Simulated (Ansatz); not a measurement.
# C2H4O2 (acetic acid): a first try and a second

Wanted: energy and gradient of C2H4O2 (acetic acid), BLYP-D3(BJ)/x2c-TZVPall (sfX2C, Coulomb fitting set).

Program for the calculation: Ansatz 0.2.0.

1 further run of the same task is left out (for a known fault of the program).

### Step 1. The system as given

C2H4O2: 8 atoms, total charge 0, spin state singlet. SMILES: `CC(=O)O`. Geometry: relaxed at PBE0-D4/def2-TZVP. This is one conformer, not always the lowest.

Bond lengths: C1–C2 1.495 Å, C2–O3 1.200 Å, C2–O4 1.346 Å, C1–H5 1.092 Å, C1–H6 1.092 Å, C1–H7 1.087 Å, O4–H8 0.968 Å. Angles: C1–C2–O3 126.0°, C1–C2–O4 111.6°, O3–C2–O4 122.4°, C2–C1–H5 109.8°, C2–C1–H6 109.8°, C2–C1–H7 109.6°, C2–O4–H8 106.4°, H5–C1–H6 107.3°, H5–C1–H7 110.2°, H6–C1–H7 110.2°.

### Step 2. Try one

File molecule.yaml:

```yaml
basis:
  gaussian:
    orbitals: x2c-TZVPall.json
    fitting: {mean_field: x2c-jfit}
    final_grid: {core_spheres: 1, valence_spheres: 1, degree: 3}
crystal:
  periodic: [false, false, false]
  atoms:
    - {symbol: C, position_ang: [-0.014500, 0.930100, -0.238800]}
    - {symbol: C, position_ang: [0.292500, -0.474400, 0.172400]}
    - {symbol: O, position_ang: [1.373300, -0.900900, 0.472400]}
    - {symbol: O, position_ang: [-0.812400, -1.243900, 0.171800]}
    - {symbol: H, position_ang: [-0.453400, 0.934500, -1.238300]}
    - {symbol: H, position_ang: [-0.751800, 1.361000, 0.441100]}
    - {symbol: H, position_ang: [0.897000, 1.521400, -0.227000]}
    - {symbol: H, position_ang: [-0.530700, -2.127900, 0.446200]}
magnetization:
  spin_polarized: false
  initial_magnetization: 0
hamiltonian:
  xc: {name: BLYP}
  dispersion: d3bj
  pseudopotentials: {relativity: scalar}
accuracy: high
output: {forces: true}
```

The basis set x2c-TZVPall is read from a file made from the Basis Set Exchange's data (not shown).

Run with:

```
ansatz run molecule.yaml --threads 1 --pin off --max-ram 2610MiB --events-out events.jsonl --progress --plain --runs-dir runs
```

Log, shortened:

```text
Warning: RAYON_NUM_THREADS=1 ignored (pool sized by the plan → 1); use --threads N
Functional definition: BLYP
  name "BLYP"
[...]
324 factors; integrals over basis functions are off by at most 7.7e-1 eV
[...]
mean field -6324.38207037 eV, -232.4167542660 hartree, gradient 2.7e-8 eV, S^2 0.000000; 2 other end points of the search recorded, 0 dependent functions left out
[...]
reference -6324.38232247 eV, -232.4167635303 hartree; 16, 16 occupied and 132, 132 virtual orbitals, 324 factors
Total energy: -6324.61911736 eV, -232.4254655821 hartree
Relativity: scalar
Atom 0 at    -0.014500     0.930100    -0.238800 Å, force    63.226093   -85.508250    32.947259 eV/Å
Atom 1 at     0.292500    -0.474400     0.172400 Å, force   -23.863806    93.190353   -27.918376 eV/Å
Atom 2 at     1.373300    -0.900900     0.472400 Å, force   -35.780175    34.180483   -15.022416 eV/Å
Atom 3 at    -0.812400    -1.243900     0.171800 Å, force     3.157277   -36.782044     9.914024 eV/Å
Atom 4 at    -0.453400     0.934500    -1.238300 Å, force     2.206845    -4.433304     5.004909 eV/Å
Atom 5 at    -0.751800     1.361000     0.441100 Å, force     3.339659    -6.057769    -1.364766 eV/Å
Atom 6 at     0.897000     1.521400    -0.227000 Å, force    -9.147882    -7.852351     0.368420 eV/Å
Atom 7 at    -0.530700    -2.127900     0.446200 Å, force    -3.138011    13.262881    -3.929054 eV/Å
Dipole moment:     0.065307     0.480649    -0.109022 e Å
```

Run time: 2.3 s. Hardware: 1 thread of Arm Neoverse V2, shared host; peak memory 0.13 GiB.

### Step 3. Reading the log

The program ended normally, but the settings are unsound, so its numbers aren't properties of the molecule.

The fault: the grid is far too coarse. To mend it: integration grid default in place of 1,1,3.

### Step 4. Second attempt

Edit molecule.yaml of step 2 so:

```diff
@@ -4,3 +4,2 @@
     fitting: {mean_field: x2c-jfit}
-    final_grid: {core_spheres: 1, valence_spheres: 1, degree: 3}
 crystal:
@@ -24,2 +23,2 @@
 accuracy: high
-output: {forces: true}
+output: {forces: true, orbitals: {seedname: orbitals}}
```

The basis set x2c-TZVPall is read from a file made from the Basis Set Exchange's data (not shown).

Run with:

```
ansatz run molecule.yaml --threads 1 --pin off --max-ram 2610MiB --events-out events.jsonl --progress --plain --runs-dir runs
```

Log, shortened:

```text
Warning: RAYON_NUM_THREADS=1 ignored (pool sized by the plan → 1); use --threads N
Functional definition: BLYP
  name "BLYP"
[...]
324 factors; integrals over basis functions are off by at most 7.7e-1 eV
[...]
mean field -6238.66901699 eV, -229.2668576525 hartree, gradient 2.3e-8 eV, S^2 0.000000; 0 other end points of the search recorded, 0 dependent functions left out
[...]
reference -6238.66906707 eV, -229.2668594930 hartree; 16, 16 occupied and 132, 132 virtual orbitals, 324 factors
Total energy: -6238.90586196 eV, -229.2755615448 hartree
Relativity: scalar
Atom 0 at    -0.014500     0.930100    -0.238800 Å, force    -0.067143     0.269320    -0.081176 eV/Å
Atom 1 at     0.292500    -0.474400     0.172400 Å, force    -0.226089     0.619414    -0.197846 eV/Å
Atom 2 at     1.373300    -0.900900     0.472400 Å, force     1.342922    -0.484311     0.361351 eV/Å
Atom 3 at    -0.812400    -1.243900     0.171800 Å, force    -1.125579    -0.072379    -0.181179 eV/Å
Atom 4 at    -0.453400     0.934500    -1.238300 Å, force    -0.076756     0.041397    -0.176053 eV/Å
Atom 5 at    -0.751800     1.361000     0.441100 Å, force    -0.127058     0.112320     0.101967 eV/Å
Atom 6 at     0.897000     1.521400    -0.227000 Å, force     0.136402     0.117295    -0.005652 eV/Å
Atom 7 at    -0.530700    -2.127900     0.446200 Å, force     0.143302    -0.603057     0.178589 eV/Å
Dipole moment:    -0.323572     0.099878    -0.082789 e Å
```

Wall time 5.4 s (1 thread of Arm Neoverse V2, shared host); peak memory 0.16 GiB.

### Step 5. What came out

Level: BLYP-D3(BJ)/x2c-TZVPall (sfX2C, Coulomb fitting set).

| quantity | value |
| --- | --- |
| total energy | -229.27556 Eh |
| dipole moment | 1.67 D |
| HOMO energy | -6.35 eV |
| LUMO energy | -0.81 eV |
| HOMO–LUMO gap | 5.54 eV |
| dispersion energy | -22.85 kJ/mol |
| largest force on an atom | 1.473 eV/Å |

**Reading.** The first attempt's energy was -85.713 eV off this one. Mulliken charges run from -0.33 on O4 to +0.30 on H8. The largest force is 1.47 eV/Å: the shape isn't a stationary point for this species at this level.
